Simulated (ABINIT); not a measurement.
# ZnS (F-43m) in ABINIT: reference runs

How does ZnS come out in PBE? The cell is run as given and disturbed.

Program: ABINIT 10.8.3 (patched build). These are calculated values, not measurements. Logs are shortened: lines on timing, memory, paths and dates and some standing lists are left out, and cuts for length are marked. The log counts tension as positive stress, the text compression.

**Measured values to compare with.**

“Electronic, vibrational, and thermodynamic properties of ZnS (zincblende and rocksalt structure)”, 2009, arxiv:0911.5022 quotes, for a bulk crystal of ZnS at 19 K: band gap 3.85 eV (direct).

The results are compared with them further down.

### 1 Starting point

It takes space group F-43m (No. 216, cubic). Conventional cell: a = 5.404 Å, b = 5.404 Å, c = 5.404 Å, α = 90.00°, β = 90.00°, γ = 90.00°. Zn (site symmetry -43m) has 4 S at 2.34 Å as nearest neighbours. Around S (site symmetry -43m) lie 4 Zn at 2.34 Å.

### 2 Single point, PBE

Contents of run.abi:

```
pp_dirpath "./"
pseudos "Zn.GGA_PBE-JTH.xml, S.GGA_PBE-JTH.xml"

acell 3*1.0 Angstrom
rprim
     0.0000000000     2.7020000000     2.7020000000
     2.7020000000     0.0000000000     2.7020000000
     2.7020000000     2.7020000000     0.0000000000
ntypat 2
znucl 30 16
natom 2
typat 1 2
xred
     0.7500000000     0.7500000000     0.7500000000
     0.0000000000     0.0000000000     0.0000000000

ecut 22.0
pawecutdg 44.0

kptopt 1
ngkpt 9 9 9
nshiftk 1
shiftk 0.0 0.0 0.0

ixc 11

nband 13
occopt 3
tsmear 0.05 eV

nstep 100
tolvrs 1.0e-9

iomode 3
prtwf 0
prtden 0
prteig 0
prtebands 0
enunit 1
```

Potentials or basis: JTH PAW PBE v2.0.

Started as:

```bash
$ abinit run.abi > log 2>&1
```

run.abo:

```text
.Version 10.8.3 of ABINIT
 Symmetries : space group F-4 3 m (#216); Bravais cF (face-center cubic)
================================================================================
 Values of the parameters that define the memory need of the present run
     intxc =       0    ionmov =       0      iscf =      17    lmnmax =      18
     lnmax =       6     mgfft =      32  mpssoang =       3    mqgrid =    3001
     natom =       2  nloc_mem =       2    nspden =       1   nspinor =       1
    nsppol =       1      nsym =      24    n1xccc =       1    ntypat =       2
    occopt =       3   xclevel =       2
       mpw =        1326          nfft =       32768          nkpt =          35
 PAW method is used; the additional fine FFT grid is defined by:
   mgfftf=        45    nfftf =     91125
================================================================================
================================================================================

--------------------------------------------------------------------------------
------------- Echo of variables that govern the present computation ------------
--------------------------------------------------------------------------------
 -outvars: echo values of preprocessed input variables --------
            acell      1.8897261259E+00  1.8897261259E+00  1.8897261259E+00 Bohr
              amu      6.53900000E+01  3.20660000E+01
             ecut      2.20000000E+01 Hartree
           enunit           1
              ixc          11
         kptrlatt        9    0    0      0    9    0      0    0    9
          kptrlen      6.49892791E+01
            natom           2
            nband          13
            ngfft          32      32      32
          ngfftdg          45      45      45
             nkpt          35
            nstep         100
             nsym          24
           ntypat           2
           occopt           3
        pawecutdg      4.40000000E+01 Hartree
         pawxcdev           0
           prtden           0
        prtebands           0
           prteig           0
            prtwf           0
            rprim      0.0000000000E+00  2.7020000000E+00  2.7020000000E+00
                       2.7020000000E+00  0.0000000000E+00  2.7020000000E+00
                       2.7020000000E+00  2.7020000000E+00  0.0000000000E+00
          spgroup         216
           tolvrs      1.00000000E-09
           tsmear      1.83746611E-03 Hartree
            typat      1  2
           useylm           1
           xangst      4.0530000000E+00  4.0530000000E+00  4.0530000000E+00
                       0.0000000000E+00  0.0000000000E+00  0.0000000000E+00
            xcart      7.6590599883E+00  7.6590599883E+00  7.6590599883E+00
                       0.0000000000E+00  0.0000000000E+00  0.0000000000E+00
             xred      7.5000000000E-01  7.5000000000E-01  7.5000000000E-01
                       0.0000000000E+00  0.0000000000E+00  0.0000000000E+00
            znucl       30.00000   16.00000

================================================================================

 chkinp: Checking input parameters for consistency.

================================================================================
== DATASET  1 ==================================================================

--- !DatasetInfo
iteration_state: {dtset: 1, }
dimensions: {natom: 2, nkpt: 35, mband: 13, nsppol: 1, nspinor: 1, nspden: 1, mpw: 1326, }
cutoff_energies: {ecut:  22.0, pawecutdg:  44.0, }
electrons: {nelect:   1.80000000E+01, charge:   0.00000000E+00, occopt:   3.00000000E+00, tsmear:   1.83746611E-03, }
meta: {optdriver: 0, ionmov: 0, optcell: 0, iscf: 17, paral_kgb: 0, }
...

 Exchange-correlation functional for the present dataset will be:
  GGA: Perdew-Burke-Ernzerhof functional - ixc=11
  J.P.Perdew, K.Burke, M.Ernzerhof, PRL 77, 3865 (1996)

 Real(R)+Recip(G) space primitive vectors, cartesian coordinates (Bohr,Bohr^-1):
 R(1)=  0.0000000  5.1060400  5.1060400  G(1)= -0.0979232  0.0979232  0.0979232
 R(2)=  5.1060400  0.0000000  5.1060400  G(2)=  0.0979232 -0.0979232  0.0979232
 R(3)=  5.1060400  5.1060400  0.0000000  G(3)=  0.0979232  0.0979232 -0.0979232
 Unit cell volume ucvol=  2.6624572E+02 bohr^3
 Angles (23,13,12)=  6.00000000E+01  6.00000000E+01  6.00000000E+01 degrees

 Coarse grid specifications (used for wave-functions):

 getcut: wavevector=  0.0000  0.0000  0.0000  ngfft=  32  32  32
         ecut(hartree)=     22.000   => boxcut(ratio)=   2.09882

 Fine grid specifications (used for densities):

 getcut: wavevector=  0.0000  0.0000  0.0000  ngfft=  45  45  45
         ecut(hartree)=     44.000   => boxcut(ratio)=   2.04062

--- Pseudopotential description ------------------------------------------------
- pspini: atom type   1  psp file is ./Zn.GGA_PBE-JTH.xml
 Pseudopotential format is: paw10
 basis_size (lnmax)=  6 (lmn_size= 18), orbitals=   0   0   1   1   2   2
 Spheres core radius: rc_sph= 2.30769763
 Shapefunction is SIN type: shapef(r)=[sin(pi*r/rshp)/(pi*r/rshp)]**2
 Radius for shape functions =  1.80965103
 Compensation charge density is not taken into account in XC energy/potential

- pspini: atom type   2  psp file is ./S.GGA_PBE-JTH.xml
 Pseudopotential format is: paw10
 basis_size (lnmax)=  4 (lmn_size=  8), orbitals=   0   0   1   1
 Spheres core radius: rc_sph= 1.90380259
 Shapefunction is SIN type: shapef(r)=[sin(pi*r/rshp)/(pi*r/rshp)]**2
 Radius for shape functions =  1.40128485
 Compensation charge density is not taken into account in XC energy/potential

   2.06649828E+02                                ecore*ucvol(ha*bohr**3)
--------------------------------------------------------------------------------

[... 7 lines left out ...]

     iter   Etot(hartree)      deltaE(h)  residm     nres2
 ETOT  1  -74.386433507828    -7.439E+01 2.615E+00 2.945E+00
 ETOT  2  -74.705684454774    -3.193E-01 6.655E-01 2.547E+00
 ETOT  3  -74.695136444318     1.055E-02 1.040E-01 6.496E-01
 ETOT  4  -74.695279767769    -1.433E-04 5.553E-02 1.655E-01
 ETOT  5  -74.695303962551    -2.419E-05 3.256E-02 4.370E-02
 ETOT  6  -74.695279189972     2.477E-05 2.682E-02 4.533E-03
 ETOT  7  -74.695355855994    -7.667E-05 1.436E-02 8.279E-03
 ETOT  8  -74.695356962868    -1.107E-06 2.037E-03 4.730E-04
 ETOT  9  -74.695386943346    -2.998E-05 1.636E-03 1.118E-03
 ETOT 10  -74.695388927573    -1.984E-06 4.261E-04 1.326E-03
[... 4 lines left out ...]
 ETOT 15  -74.695384632664     2.482E-07 1.647E-05 1.204E-05
 ETOT 16  -74.695384719852    -8.719E-08 2.360E-05 1.995E-05
 ETOT 17  -74.695384656952     6.290E-08 8.928E-06 3.041E-06
 ETOT 18  -74.695384651465     5.486E-09 2.100E-06 1.641E-07
 ETOT 19  -74.695384651563    -9.764E-11 1.284E-06 1.044E-07
 ETOT 20  -74.695384651472     9.096E-11 9.846E-07 4.268E-08
 ETOT 21  -74.695384651451     2.045E-11 5.076E-07 2.007E-08
 ETOT 22  -74.695384651450     1.748E-12 5.324E-07 1.111E-08
 ETOT 23  -74.695384651425     2.422E-11 2.881E-07 2.713E-09
 ETOT 24  -74.695384651421     4.462E-12 3.500E-07 2.762E-11

 At SCF step   24       nres2   =  2.76E-11 < tolvrs=  1.00E-09 =>converged.

 Cartesian components of stress tensor (hartree/bohr^3)
  sigma(1 1)= -4.66729980E-05  sigma(3 2)=  0.00000000E+00
  sigma(2 2)= -4.66729980E-05  sigma(3 1)=  0.00000000E+00
  sigma(3 3)= -4.66729980E-05  sigma(2 1)=  0.00000000E+00

--- !ResultsGS
iteration_state: {dtset: 1, }
comment   : Summary of ground state results
lattice_vectors:
- [  0.0000000,   5.1060400,   5.1060400, ]
- [  5.1060400,   0.0000000,   5.1060400, ]
- [  5.1060400,   5.1060400,   0.0000000, ]
lattice_lengths: [   7.22103,    7.22103,    7.22103, ]
lattice_angles: [ 60.000,  60.000,  60.000, ] # degrees, (23, 13, 12)
lattice_volume:   2.6624572E+02
convergence: {deltae:  4.462E-12, res2:  2.762E-11, residm:  3.500E-07, diffor: null, }
etotal    :  -7.46953847E+01
entropy   :   0.00000000E+00
fermie    :   2.35005380E-01
cartesian_stress_tensor: # hartree/bohr^3
- [ -4.66729980E-05,   0.00000000E+00,   0.00000000E+00, ]
- [  0.00000000E+00,  -4.66729980E-05,   0.00000000E+00, ]
- [  0.00000000E+00,   0.00000000E+00,  -4.66729980E-05, ]
pressure_GPa:   1.3732E+00
xred      :
- [  7.5000E-01,   7.5000E-01,   7.5000E-01, Zn]
- [  0.0000E+00,   0.0000E+00,   0.0000E+00,  S]
cartesian_forces: # hartree/bohr
- [  1.64795347E-30,   1.64795347E-30,  -4.94386041E-30, ]
- [ -1.64795347E-30,  -1.64795347E-30,   4.94386041E-30, ]
force_length_stats: {min:   5.46564333E-30, max:   5.46564333E-30, mean:   5.46564333E-30, }
...

 Integrated electronic density in atomic spheres:
 ------------------------------------------------
 Atom  Sphere_radius  Integrated_density
    1        2.30770         10.78951639
    2        1.90380          3.60827958

================================================================================

 ----iterations are completed or convergence reached----

 Mean square residual over all n,k,spin=   92.322E-11; max=  35.002E-08
 reduced coordinates (array xred) for    2 atoms
       0.750000000000      0.750000000000      0.750000000000
       0.000000000000      0.000000000000      0.000000000000
 rms dE/dt=  2.3800E-29; max dE/dt=  3.3658E-29; dE/dt below (all hartree)
    1       0.000000000000      0.000000000000     -0.000000000000
    2       0.000000000000      0.000000000000      0.000000000000

 cartesian coordinates (angstrom) at end:
    1      4.05300000000000     4.05300000000000     4.05300000000000
    2      0.00000000000000     0.00000000000000     0.00000000000000

 cartesian forces (hartree/bohr) at end:
    1      0.00000000000000     0.00000000000000    -0.00000000000000
    2     -0.00000000000000    -0.00000000000000     0.00000000000000
 frms,max,avg= 3.1555906E-30 4.9438604E-30   0.000E+00  0.000E+00  0.000E+00 h/b

 cartesian forces (eV/Angstrom) at end:
    1      0.00000000000000     0.00000000000000    -0.00000000000000
    2     -0.00000000000000    -0.00000000000000     0.00000000000000
 frms,max,avg= 1.6226700E-28 2.5422352E-28   0.000E+00  0.000E+00  0.000E+00 e/A
 length scales=  1.889726125908  1.889726125908  1.889726125908 bohr
              =  1.000000000000  1.000000000000  1.000000000000 angstroms
 Fermi (or HOMO) energy (eV) =   6.39482   Average Vxc (eV)=  -9.35547
 Eigenvalues (   eV  ) for nkpt=  35  k points:
 kpt#   1, nband= 13, wtk=  0.00137, kpt=  0.0000  0.0000  0.0000 (reduced coord)
  -7.83941   -1.03091   -1.03091   -1.03091   -0.53183   -0.53183    5.30558    5.30558
   5.30558    7.40359   11.67202   11.67202   11.67202
 prteigrs : prtvol=0 or 1, do not print more k-points.

--- !EnergyTerms
iteration_state     : {dtset: 1, }
comment             : Components of total free energy in Hartree
kinetic             :  1.10258665942117E+01
hartree             :  2.12207882771257E+01
xc                  : -5.44101326513347E+00
Ewald energy        : -4.60608394402070E+01
psp_core            :  7.76162073161775E-01
local_psp           : -7.44854864317786E+01
PAW spherical_terms :  1.82691376373872E+01
internal            : -7.46953845552327E+01
'-kT*entropy'       : -3.91885480554986E-13
total_energy        : -7.46953845552331E+01
total_energy_eV     : -2.03256495992453E+03
...

--- !EnergyTermsDC
iteration_state     : {dtset: 1, }
comment             : '"Double-counting" decomposition of free energy'
band_energy         : -1.31667745534116E-01
Ewald energy        : -4.60608394402070E+01
psp_core            :  7.76162073161775E-01
xc_dc               : -2.07416559591505E+01
PAW spherical_terms : -8.53738357969070E+00
internal            : -7.46953846514205E+01
'-kT*entropy'       : -3.91885480554986E-13
total_energy_dc     : -7.46953846514209E+01
total_energy_dc_eV  : -2.03256496254194E+03
...

--- !EnergyTermsWithPAWCore
iteration_state     : {dtset: 1, }
comment             : 'Components of total free energy, including PAW core contributions'
Total energy        : -2.19531588371412E+03
Total energy DC     : -2.19531588381031E+03
Total energy (eV)   : -5.97375884436820E+04
Total energy DC (eV): -5.97375884462994E+04
...

 Cartesian components of stress tensor (hartree/bohr^3)
  sigma(1 1)= -4.66729980E-05  sigma(3 2)=  0.00000000E+00
  sigma(2 2)= -4.66729980E-05  sigma(3 1)=  0.00000000E+00
  sigma(3 3)= -4.66729980E-05  sigma(2 1)=  0.00000000E+00

-Cartesian components of stress tensor (GPa)         [Pressure=  1.3732E+00 GPa]
- sigma(1 1)= -1.37316701E+00  sigma(3 2)=  0.00000000E+00
- sigma(2 2)= -1.37316701E+00  sigma(3 1)=  0.00000000E+00
- sigma(3 3)= -1.37316701E+00  sigma(2 1)=  0.00000000E+00

== END DATASET(S) ==============================================================
================================================================================

 -outvars: echo values of variables after computation  --------
            acell      1.8897261259E+00  1.8897261259E+00  1.8897261259E+00 Bohr
           etotal     -7.4695384651E+01
            fcart      1.6479534699E-30  1.6479534699E-30 -4.9438604096E-30
                      -1.6479534699E-30 -1.6479534699E-30  4.9438604096E-30
            rprim      0.0000000000E+00  2.7020000000E+00  2.7020000000E+00
                       2.7020000000E+00  0.0000000000E+00  2.7020000000E+00
                       2.7020000000E+00  2.7020000000E+00  0.0000000000E+00
           strten     -4.6672997968E-05 -4.6672997968E-05 -4.6672997968E-05
                       0.0000000000E+00  0.0000000000E+00  0.0000000000E+00
           xangst      4.0530000000E+00  4.0530000000E+00  4.0530000000E+00
                       0.0000000000E+00  0.0000000000E+00  0.0000000000E+00
             xred      7.5000000000E-01  7.5000000000E-01  7.5000000000E-01
                       0.0000000000E+00  0.0000000000E+00  0.0000000000E+00
 Calculation completed.
```

Run time: 49 s. Hardware: 1 thread of Intel Xeon Platinum 8259CL at 2.50GHz (Skylake/Cascade Lake), shared host; peak memory 0.12 GiB.

Results:

```
Free energy                                           : -2032.5650 eV
Pressure                                              : 1.4 GPa
Band gap on the k mesh                                : 2.10 eV, direct
Valence electrons inside the program's atomic spheres : Zn 10.79; S 3.61
```

### 3 Single point, PBE

Contents of run.py:

```python
import json, os
import numpy as np
from ase.units import GPa
from ase.calculators.abinit import Abinit, AbinitProfile
from ase import Atoms

atoms = Atoms(['Zn', 'S'],
              cell=[[0.0, 2.702, 2.702], [2.702, 0.0, 2.702], [2.702, 2.702, 0.0]],
              scaled_positions=[[0.75, 0.75, 0.75], [0.0, 0.0, 0.0]],
              pbc=True)

profile = AbinitProfile(command='abinit', pp_paths=[os.path.abspath('pseudos')])
params = dict(
    pps='pawxml', xc='PBE',
    ecut=598.6505,
    pawecutdg=1197.301,
    kptopt=1,
    ngkpt=[9, 9, 9],
    nshiftk=1,
    shiftk=[0.0, 0.0, 0.0],
    ixc=11,
    nband=13,
    occopt=3,
    tsmear=0.05,
    nstep=100,
    tolvrs=1e-09,
    prtwf=0,
    prtden=0,
)

atoms.calc = Abinit(profile=profile, directory='run', **params)
energy = atoms.get_potential_energy()
forces = atoms.get_forces()
stress = atoms.get_stress()
print(f'energy {energy:.6f} eV')
print('forces (eV/A)')
print(np.round(forces, 5))
print('stress (GPa, Voigt, tension positive)', np.round(stress / GPa, 4))
json.dump(dict(energy=energy, forces=forces.tolist(), stress=stress.tolist(), cell=atoms.cell.tolist(), frac=atoms.get_scaled_positions(wrap=False).tolist()), open('results.json', 'w'))
```

Potentials or basis: JTH PAW PBE v2.0.

Started as:

```bash
$ python run.py
```

Wall time 50 s (1 thread of Intel Xeon Platinum 8259CL at 2.50GHz (Skylake/Cascade Lake), shared host); peak memory 0.12 GiB.

Results (log left out):

```yaml
Free_energy: -2032.5650 eV
Pressure: 1.4 GPa
Band_gap_on_the_k_mesh: 2.10 eV, direct
Valence_electrons_inside_the_program's_atomic_spheres: Zn 10.79; S 3.61
```

Levels at points of the mesh, in eV from the valence-band top:
```csv
k point,band 6,band 7,band 8,band 9,band 10,band 11,band 12,band 13
"(0.00, 0.00, 0.00)",-5.84,0.00,0.00,0.00,2.10,6.37,6.37,6.37
```

### 4 Single point, PBE (atoms moved at random, drawn with an rms of 0.05 Å)

Contents of run.abi:

```
# Pseudopotentials
pp_dirpath "./"
pseudos "Zn.GGA_PBE-JTH.xml, S.GGA_PBE-JTH.xml"

# Structure
acell 3*1.0
rprim
     0.0000000000     5.1060399887     5.1060399887
     5.1060399887     0.0000000000     5.1060399887
     5.1060399887     5.1060399887     0.0000000000
ntypat 2
znucl 30 16
natom 2
typat 1 2
xred
     0.7397190000     0.7437320000     0.7477960000
    -0.0090390000     0.0118540000    -0.0118510000
chkprim 0
chksymtnons 0
tolsym 1.0e-6

# Plane-wave basis
ecut 598.650497 eV
pawecutdg 44.0

# k points
kptopt 1
ngkpt 9 9 9
nshiftk 1
shiftk 0.0 0.0 0.0

# Exchange and correlation
ixc 11

# Bands and occupations
nband 13
occopt 3
tsmear 0.00183747

# SCF cycle
nstep 100
tolvrs 1.0e-9

# Output
iomode 3
prtwf 0
prtden 0
prteig 0
prtebands 0
enunit 1
```

Started as:

```bash
$ abinit run.abi > log 2>&1
```

Wall time 8.4 min (1 thread of Intel Xeon Platinum 8259CL at 2.50GHz (Skylake/Cascade Lake), shared host); peak memory 0.32 GiB.

Results (log left out):

| Property | Result |
| --- | --- |
| Free energy | -2032.5532 eV |
| Pressure | 1.5 GPa |
| Largest force | 0.388 eV/Å |
| Band gap on the k mesh | 2.06 eV, direct |
| Valence electrons inside the program's atomic spheres | Zn 10.79; S 3.60 |

Forces on the atoms (eV/Å):
```
Zn   0.161 -0.161  0.314
S   -0.161  0.161 -0.314
```

Stress tensor (GPa, compression positive):
```
 1.51 -1.25  0.63
-1.25  1.51 -0.63
 0.63 -0.63  1.44
```

Levels at points of the mesh, in eV from the valence-band top:
```
           k point  band 7  band 8  band 9  band 10  band 11  band 12
(0.00, 0.00, 0.00)   -0.11   -0.02    0.00     2.06     6.31     6.31
```

### 5 Comparison with measurements

Step 2. Against the measured gap of ZnS, 3.85 eV (direct; 19 K; quoted in “Electronic, vibrational, and thermodynamic properties of ZnS (zincblende and rocksalt structure)”, 2009, arxiv:0911.5022), the calculated 2.10 eV is off by -1.75 eV. The value is that of PBE, without temperature or zero-point motion. Semilocal functionals fall short of measured gaps as a rule.

Step 3. Against the measured gap of ZnS, 3.85 eV (direct; 19 K; quoted in “Electronic, vibrational, and thermodynamic properties of ZnS (zincblende and rocksalt structure)”, 2009, arxiv:0911.5022), the calculated 2.10 eV is off by -1.75 eV. The value is that of PBE, without temperature or zero-point motion. Semilocal functionals fall short of measured gaps as a rule.
